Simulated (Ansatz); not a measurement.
Runs of Ansatz 0.2.0 on CrCuO2. Symmetry: R-3m, No. 166, trigonal system. The conventional cell has a = 2.973 Å, b = 2.973 Å, c = 17.100 Å, α = 90.00°, β = 90.00°, γ = 120.00°. Around Cu (site symmetry -3m) lie 2 O at 1.85 Å. Around Cr (site symmetry -3m) lie 6 O at 1.99 Å. O (site symmetry 3m) is surrounded by 1 Cu at 1.85 Å and 3 Cr at 1.99 Å. 

| task | level | cell | k mesh | cutoff (eV) | smearing | points for each segment of the path | atoms under strain | gap on the mesh (eV) | pressure (GPa) | moment (μB) | relaxed volume (Å³/atom) |
| --- | --- | --- | --- | --- | --- | --- | --- | --- | --- | --- | --- |
| band structure | r2SCAN | as given | 10 × 10 × 10 | 500 | fermi-dirac 0.05 eV | 14 | - | 1.72 | -0.4 | 3.00 | - |
| elastic constants | LDA | as given | 7 × 7 × 7 | 420 | gaussian 0.01 eV | - | relaxed | 0.84 | -10.1 | 3.00 | - |
| relaxation of cell and atoms | BLYP+D4 | relaxed | 10 × 10 × 10 | 420 | fermi-dirac 0.05 eV | - | - | (a) | 0.0 | 3.00 | 10.97 |
| relaxation of cell and atoms | PBEsol+D4 | relaxed | 10 × 10 × 10 | 420 | fermi-dirac 0.05 eV | - | - | 0.88 | 0.0 | 3.00 | 10.58 |
| relaxation of cell and atoms | revPBE+D3(BJ) | relaxed | 10 × 10 × 10 | 420 | fermi-dirac 0.05 eV | - | - | (b) | 0.0 | 3.00 | 10.94 |

Alike in all rows: potentials or basis Ansatz PAW; spin collinear, ferromagnetic start.

Problem. Fill in the values left out.

Solution. (a) 1.09; (b) 1.12.

Caveats: only a ferromagnetic start was run, and an antiferromagnetic order may lie lower in energy; the PAW data sets come from PBE, with cores solved anew for the run's functional, which leaves a small shift of forces and pressure; the plane-wave basis is chosen anew once the cell has moved, so the energies of steps on either side of that aren't comparable (some runs); the magnetic or orbital state may not be the lowest (some runs); the cell is more than 3 GPa from zero pressure, which shifts response properties (some runs); odd divisions of the mesh miss points on the zone boundary, where band edges often lie, so the gap on the mesh can be too wide (some runs).

A k mesh can miss the band edges.

Runs at the PBE level aren't shown here.
